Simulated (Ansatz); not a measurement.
This is a single-point calculation with the PAW code Ansatz on SrTiO₃ built on the cubic perovskite prototype; the level of theory is PBE0. Cell and atoms come from a relaxation with r2SCAN.

```yaml
crystal:
  lattice:
    - [3.9068515016, 0.0, 0.0]
    - [0.0, 3.9068515016, 0.0]
    - [0.0, 0.0, 3.9068515016]
  atoms:
    - { symbol: Sr, position: [0.0, 0.0, 0.0] }
    - { symbol: Ti, position: [0.5, 0.5, 0.5] }
    - { symbol: O, position: [0.5, 0.5, 0.0] }
    - { symbol: O, position: [0.5, 0.0, 0.5] }
    - { symbol: O, position: [0.0, 0.5, 0.5] }
kpoints:
  mp_grid: { grid: [4, 4, 4] }
  band_path:
    path: [[0.0, 0.0, 0.0], [0.0, 0.5, 0.0], [0.5, 0.5, 0.0], [0.5, 0.5, 0.5]]
    npoints: 1
hamiltonian:
  xc: pbe0
scf:
  occupations: { method: fixed }
  n_extra_bands: 5
output:
  forces: true
  stress: true
  eigenvalues: true
```

Some lines of the output have been replaced by numbered gaps.
```
scf.n_extra_bands = 5 over 20 filled bands (N_el = 40.0): the run solves 25 bands
Functional definition: PBE0
Crystal: 5 atoms, lattice volume = 59.632 Å³
Basis set: ecut = 420 eV, 1189 PW (Γ)
Symmetry: 48 space group operations
Space group: Pm-3m (ITA 221)
k-points: 10 of 64
[warm-up without exact exchange]
SCF 1 stopped early in 2 iterations: F = -7754.457039 eV  dr2 = 1.12e-4
[exact exchange on]
Exchange kernel: α = 0.2500, full range, Wigner–Seitz truncation, v(0) = 8369.8305 eV·Å³, q-mesh 4×4×4
SCF 2 stopped early in 6 iterations: F = -7756.510715 eV  dr2 = 2.53e-5
hybrid outer 1: dexx = +3.977e-2 eV, tail = 1.57e-4 eV
SCF 3 converged in 6 iterations: F = -7756.510025 eV  dr2 = 1.14e-9
hybrid outer 2: dexx = +4.181e-6 eV, tail = 7.06e-8 eV, Δε = 5.16e-3 eV
hybrid SCF converged: 2 outer / 12 inner (+2 warm-up)
Free energy (F): -7756.510024 eV
[1]
--- Per-component energies (eV) ---
  E_band       = -308.879002
  E_kinetic    = 1050.033028
  E_local      = -2373.024367
  E_nonlocal   = 341.004499
  E_hartree    = 827.635649
  E_xc         = -383.569971
  E_vxc        = -442.517752
  E_exx        = -138.397588
  E_paw        = -4189.665976
  E_vpaw       = -262.858225
  E_ewald      = -2889.932020
  E_core_change = -0.600805
--- Stress (GPa, compression-positive) ---
       -1.875204       0.000000       0.000000
        0.000000      -1.875204       0.000000
        0.000000       0.000000      -1.875204
  P = ⅓ Tr σ = -1.8752 GPa (-18.752 kbar)
--- Band table (eV; the first three rows and the last of 10) ---
[2]
```

The rows of the band table are 0: (0, 0, 0) = Γ, 1: (0, 0, 1/4), 2: (0, 0, -1/2) = X, 9: (-1/2, -1/2, -1/2) = R.

Q: Fill in the blanks. They hold the Fermi energy and the band table.

A:
```
[1]
Fermi energy:    8.559959 eV
[2]
  k-point 0: bands = […, 7.3055, 7.3055, 7.3055, 8.1957, 8.1957, 8.1957, 12.6274, 12.6274, 12.6274, 15.0549, …]
  k-point 1: bands = […, 6.6540, 6.6540, 6.7748, 6.8612, 7.9307, 7.9307, 12.7183, 13.7698, 13.7698, 15.0666, …]
  k-point 2: bands = […, 5.8820, 6.0450, 6.0450, 6.4735, 7.7739, 7.7739, 12.8140, 14.7713, 14.7713, 15.0740, …]
  k-point 9: bands = […, 4.5171, 4.5171, 4.5171, 8.5600, 8.5600, 8.5600, 15.5922, 15.5922, 15.5922, 17.9996, …]
```
The trailing digits, and the zero of the energies, depend on the potentials and thresholds.

The PBE0 gap is indirect, 4.07 eV (R to Γ), below the direct gap of 4.43 eV at Γ. Edges are sought over the mesh and the listed points. At this geometry PBE0 finds -1.9 GPa, compression counted positive: its own equilibrium volume is smaller. (The program warns that its thresholds are loose for a hybrid's stress.)

It took 17 s on 1 × NVIDIA H100 80GB HBM3 with 2 threads of AMD EPYC 7R13 Processor (Zen 3) (shared host), load about 1.6 per core; peak host memory 1.8 GiB.

No spin polarisation and no zero-point or thermal motion.

The meshes of the hybrids are coarse, so their gaps aren't converged to the digits shown.
